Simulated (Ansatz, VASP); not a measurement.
LiH: VASP beside Ansatz

Contents of POSCAR:

```
LiH
1.0
    2.5016587118      0.0000000000      0.0000000000
    0.0000000000      2.5016587118      0.0000000000
    0.0000000000      0.0000000000      2.5016587118
Li H
1 1
Direct
    0.0000000000      0.0000000000      0.0000000000
    0.5000000000      0.5000000000      0.5000000000
```

The input INCAR.step1:

```
PREC     = Accurate       # precision mode
ENCUT    = 520            # plane-wave cutoff, eV
EDIFF    = 1E-5           # SCF threshold, eV
ISMEAR   = 0              # smearing method
SIGMA    = 0.01           # smearing width, eV
LREAL    = F              # projectors in reciprocal space
LASPH    = T              # aspherical terms in the spheres
NELM     = 100            # most SCF steps
ALGO     = Normal         # electronic algorithm
ISIF     = 2              # what is computed and relaxed
LWAVE    = T              # write WAVECAR
GGA      = PE             # functional
NBANDS   = 9              # bands
```

Contents of INCAR.step2:

```
PREC     = Accurate       # precision mode
ENCUT    = 520            # plane-wave cutoff, eV
EDIFF    = 1E-6           # SCF threshold, eV
ISMEAR   = 0              # smearing method
SIGMA    = 0.01           # smearing width, eV
LREAL    = F              # projectors in reciprocal space
LASPH    = T              # aspherical terms in the spheres
NELM     = 100            # most SCF steps
ALGO     = Normal         # electronic algorithm
ISIF     = 2              # what is computed and relaxed
LWAVE    = F              # write WAVECAR
LCHARG   = T              # write CHGCAR
GGA      = PE             # functional
LHFCALC  = T              # exact exchange
HFSCREEN = 0.2079         # screening, 1/A
PRECFOCK = Normal       
LELF     = T              # ELF
LVHAR    = T            
ISTART   = 1            
NBANDS   = 9              # bands
```

Contents of KPOINTS:

```
Automatic mesh
0
Gamma
  6 6 6
```

Input for Ansatz:

```yaml
crystal:
  lattice:
    - [2.5016587118, 0.0, 0.0]
    - [0.0, 2.5016587118, 0.0]
    - [0.0, 0.0, 2.5016587118]
  atoms:
    - { symbol: Li, position: [0.0, 0.0, 0.0] }
    - { symbol: H, position: [0.5, 0.5, 0.5] }
kpoints:
  mp_grid: { grid: [6, 6, 6] }
  band_path:
    path:
      - [0.0, 0.0, 0.0]
      - [0.0, 0.5, 0.0]
      - [0.5, 0.5, 0.0]
      - [0.5, 0.5, 0.5]
      - [0.0, 0.0, 0.5]
    npoints: 1
hamiltonian:
  xc: hse06
scf:
  occupations: { method: fixed }
  n_extra_bands: 4
output:
  forces: true
  stress: true
  eigenvalues: true
  write_density: true
  write_potential: true
  elf: true
  volumetric_format: npy
```

Alike in both runs: task single point; functional HSE06; k mesh 6 × 6 × 6; no spin polarisation.

|  | VASP | Ansatz |
| --- | --- | --- |
| version | VASP 6.6.1 | Ansatz 0.2.0 |
| potentials or method | VASP PAW PBE potentials, release 64 (Li_sv, H) | plane waves, PAW |
| plane-wave cutoff (eV) | 520 | 420 |
| occupations | gaussian, width 0.01 eV | fixed |
| valence electrons in the cell | 4 | 4 |

```tsv
	VASP	Ansatz	Ansatz less VASP
gap on the k mesh at the Fermi level (eV)	1.43	1.41	-0.023
```

Ansatz warned: «stress_exchange_threshold_loose».

 A k mesh can miss the band edges.
